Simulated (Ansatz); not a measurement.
# Cd started in the widest void in wurtzite CdSe, 97 atoms, charge +2

Wanted: geometry, formation energy and gap levels of the defect, compared across PBEsol and HSE06.

Program: Ansatz 0.2.0, PAW, plane waves. These are calculated values, not measurements.

**1. The system as built**

97 atoms (49 Cd, 48 Se); a = 12.907 Å, b = 14.903 Å, c = 14.042 Å, α = 90.00°, β = 90.00°, γ = 90.00°. All atoms were shaken off their sites by about 0.02 Å along each axis. Defect site 1: (0.667, 0.500, 0.594).

Plan of the steps: (2) PBEsol relaxation at the single k point (¼, ¼, ¼), on 1 × NVIDIA GB300 Max-Q with 8 threads of Arm Neoverse-V2; (3) HSE06 single point at the single k point (¼, ¼, ¼), on 1 × NVIDIA GB300 Max-Q with 8 threads of Arm Neoverse-V2.

**2. Relaxing the atoms with PBEsol**

File in.yaml:

```yaml
crystal:
  lattice:
    - [12.906674, 0.000000, 0.000000]
    - [0.000000, 14.903343, 0.000000]
    - [0.000000, 0.000000, 14.041535]
  atoms:
    - { symbol: Cd, position: [0.001615, 0.169063, 0.998008] }
    - { symbol: Cd, position: [0.999133, 0.165839, 0.497987] }
    - { symbol: Cd, position: [0.334351, 0.167143, 0.999004] }
    - { symbol: Cd, position: [0.334017, 0.166331, 0.500265] }
    - { symbol: Cd, position: [0.167578, 0.415659, 0.000092] }
    - { symbol: Cd, position: [0.164147, 0.417236, 0.500398] }
    - { symbol: Cd, position: [0.999050, 0.669426, 0.001517] }
    - { symbol: Cd, position: [0.997647, 0.665389, 0.497716] }
    - { symbol: Cd, position: [0.665849, 0.166464, 0.000104] }
    - { symbol: Cd, position: [0.662294, 0.165987, 0.501905] }
    - { symbol: Cd, position: [0.501672, 0.417752, 0.001054] }
    - { symbol: Cd, position: [0.499740, 0.417986, 0.500563] }
    - { symbol: Cd, position: [0.330467, 0.666414, 0.000395] }
    - { symbol: Cd, position: [0.335152, 0.667053, 0.501006] }
    - { symbol: Cd, position: [0.165432, 0.916504, 0.001735] }
    - { symbol: Cd, position: [0.165333, 0.914624, 0.500578] }
    - { symbol: Cd, position: [0.834136, 0.416224, 0.999359] }
    - { symbol: Cd, position: [0.833652, 0.416520, 0.502122] }
    - { symbol: Cd, position: [0.665992, 0.664977, 0.000133] }
    - { symbol: Cd, position: [0.667861, 0.669176, 0.503590] }
    - { symbol: Cd, position: [0.500135, 0.919216, 0.998550] }
    - { symbol: Cd, position: [0.499954, 0.913878, 0.498872] }
    - { symbol: Cd, position: [0.833157, 0.915308, 0.001103] }
    - { symbol: Cd, position: [0.833480, 0.915126, 0.500344] }
    - { symbol: Cd, position: [0.166099, 0.082691, 0.249485] }
    - { symbol: Cd, position: [0.166489, 0.083198, 0.750411] }
    - { symbol: Cd, position: [0.997017, 0.333270, 0.251361] }
    - { symbol: Cd, position: [0.999769, 0.332433, 0.751230] }
    - { symbol: Cd, position: [0.500354, 0.084274, 0.250396] }
    - { symbol: Cd, position: [0.499628, 0.081574, 0.748431] }
    - { symbol: Cd, position: [0.331147, 0.333877, 0.250954] }
    - { symbol: Cd, position: [0.334311, 0.335195, 0.749487] }
    - { symbol: Cd, position: [0.163616, 0.582480, 0.251964] }
    - { symbol: Cd, position: [0.168706, 0.581550, 0.751197] }
    - { symbol: Cd, position: [0.999742, 0.835373, 0.250669] }
    - { symbol: Cd, position: [0.999857, 0.834250, 0.752863] }
    - { symbol: Cd, position: [0.831117, 0.082833, 0.248921] }
    - { symbol: Cd, position: [0.834188, 0.083266, 0.750245] }
    - { symbol: Cd, position: [0.666792, 0.333026, 0.250464] }
    - { symbol: Cd, position: [0.668209, 0.331484, 0.750129] }
    - { symbol: Cd, position: [0.500846, 0.582953, 0.249346] }
    - { symbol: Cd, position: [0.501211, 0.583155, 0.748289] }
    - { symbol: Cd, position: [0.333746, 0.832646, 0.250934] }
    - { symbol: Cd, position: [0.334292, 0.831625, 0.750640] }
    - { symbol: Cd, position: [0.835532, 0.582932, 0.250176] }
    - { symbol: Cd, position: [0.834601, 0.581779, 0.750698] }
    - { symbol: Cd, position: [0.666370, 0.832117, 0.249441] }
    - { symbol: Cd, position: [0.662959, 0.833839, 0.748770] }
    - { symbol: Cd, position: [0.666187, 0.499621, 0.594869] }
    - { symbol: Se, position: [0.001688, 0.166104, 0.187454] }
    - { symbol: Se, position: [0.002129, 0.165811, 0.690313] }
    - { symbol: Se, position: [0.334507, 0.167733, 0.188004] }
    - { symbol: Se, position: [0.333421, 0.164353, 0.692040] }
    - { symbol: Se, position: [0.168873, 0.413823, 0.189695] }
    - { symbol: Se, position: [0.165695, 0.412751, 0.688059] }
    - { symbol: Se, position: [0.000157, 0.664448, 0.189701] }
    - { symbol: Se, position: [0.998500, 0.665703, 0.688482] }
    - { symbol: Se, position: [0.669610, 0.168150, 0.190032] }
    - { symbol: Se, position: [0.664035, 0.165149, 0.690091] }
    - { symbol: Se, position: [0.501707, 0.415360, 0.185290] }
    - { symbol: Se, position: [0.500435, 0.415383, 0.686628] }
    - { symbol: Se, position: [0.330715, 0.667838, 0.190163] }
    - { symbol: Se, position: [0.334129, 0.665828, 0.688488] }
    - { symbol: Se, position: [0.167516, 0.917203, 0.187110] }
    - { symbol: Se, position: [0.164763, 0.916110, 0.687187] }
    - { symbol: Se, position: [0.834827, 0.415101, 0.189053] }
    - { symbol: Se, position: [0.831733, 0.416908, 0.686586] }
    - { symbol: Se, position: [0.665737, 0.665786, 0.189349] }
    - { symbol: Se, position: [0.665794, 0.663754, 0.687429] }
    - { symbol: Se, position: [0.498751, 0.917842, 0.188944] }
    - { symbol: Se, position: [0.499558, 0.914718, 0.687483] }
    - { symbol: Se, position: [0.835704, 0.917285, 0.188943] }
    - { symbol: Se, position: [0.832717, 0.917359, 0.691108] }
    - { symbol: Se, position: [0.169053, 0.082767, 0.437061] }
    - { symbol: Se, position: [0.165666, 0.083540, 0.937149] }
    - { symbol: Se, position: [0.001493, 0.334167, 0.438599] }
    - { symbol: Se, position: [0.003731, 0.328442, 0.937986] }
    - { symbol: Se, position: [0.500585, 0.083189, 0.437294] }
    - { symbol: Se, position: [0.498630, 0.082254, 0.938837] }
    - { symbol: Se, position: [0.331423, 0.332330, 0.439236] }
    - { symbol: Se, position: [0.332501, 0.332463, 0.936904] }
    - { symbol: Se, position: [0.166001, 0.583663, 0.438838] }
    - { symbol: Se, position: [0.167027, 0.585470, 0.937014] }
    - { symbol: Se, position: [0.001320, 0.833683, 0.436070] }
    - { symbol: Se, position: [0.001121, 0.834486, 0.938880] }
    - { symbol: Se, position: [0.832961, 0.084081, 0.438685] }
    - { symbol: Se, position: [0.832750, 0.083788, 0.936888] }
    - { symbol: Se, position: [0.664572, 0.334690, 0.439261] }
    - { symbol: Se, position: [0.665310, 0.333038, 0.937256] }
    - { symbol: Se, position: [0.502058, 0.586319, 0.438337] }
    - { symbol: Se, position: [0.499002, 0.581979, 0.936976] }
    - { symbol: Se, position: [0.333621, 0.833956, 0.437045] }
    - { symbol: Se, position: [0.333846, 0.833197, 0.935587] }
    - { symbol: Se, position: [0.834165, 0.583147, 0.440814] }
    - { symbol: Se, position: [0.832334, 0.584584, 0.937692] }
    - { symbol: Se, position: [0.664777, 0.832565, 0.439242] }
    - { symbol: Se, position: [0.664627, 0.834027, 0.939794] }
  symmetry: { detect: false }
kpoints:
  mp_grid: { grid: [1, 1, 1], shift: [0.25, 0.25, 0.25] }
hamiltonian:
  xc: pbesol
total_charge: 2
scf:
  occupations: { method: fermi_dirac, width: 0.01 }
relax:
  f_tol: 0.03
  max_steps: 80
  escape_saddle: false
  adjacent_minimum: "off"
output:
  forces: true
  eigenvalues: true
  populations: true
  charged_corrections: { epsilon: 9.5 }
```

Run with:

```sh
ansatz run in.yaml --threads 8 --pin off --max-ram 118750MiB --runs-dir r --events-out ev --progress --plain --backend cuda --devices 0,
```

The runs that follow: Single point with HSE06.

What does the calculation give? Wanted: for each run, formation energy; host gap; top filled to lowest empty.

**Answer**, as computed:

```
             level           time  formation energy (eV)  host gap (eV)  top filled to lowest empty (eV)
PBEsol, relaxation     19 s (GPU)                  -0.06           0.52                             1.32
             HSE06  4.7 min (GPU)                  -0.86           1.62                             2.18
```

| quantity | value |
| --- | --- |
| relaxation | 4 recorded steps, 1.18 eV gained |
| largest shift | 0.27 Å (Cd12) |

**What this shows.** The relaxation lowers the energy by 1.18 eV; the largest shift is 0.27 Å (Cd12). The formation energy at E_F = VBM goes from -0.06 eV (PBEsol) to -0.86 eV (HSE06), as the host gap goes from 0.52 to 1.62 eV. The reservoirs are the elements' reference phases; where the defect changes the composition, the value depends on that choice. HSE06 shows no level inside the gap that the count of atoms sharing it marks as tightly localised. No spin–orbit coupling is included; with elements this heavy it would shift the edges. The host's edges were read at Γ, so band-like levels at this k point need not coincide with them. One k point and a cell of this size can leave errors of several tenths of an eV. The dielectric constant of 9.5 in the correction is an assumed value.
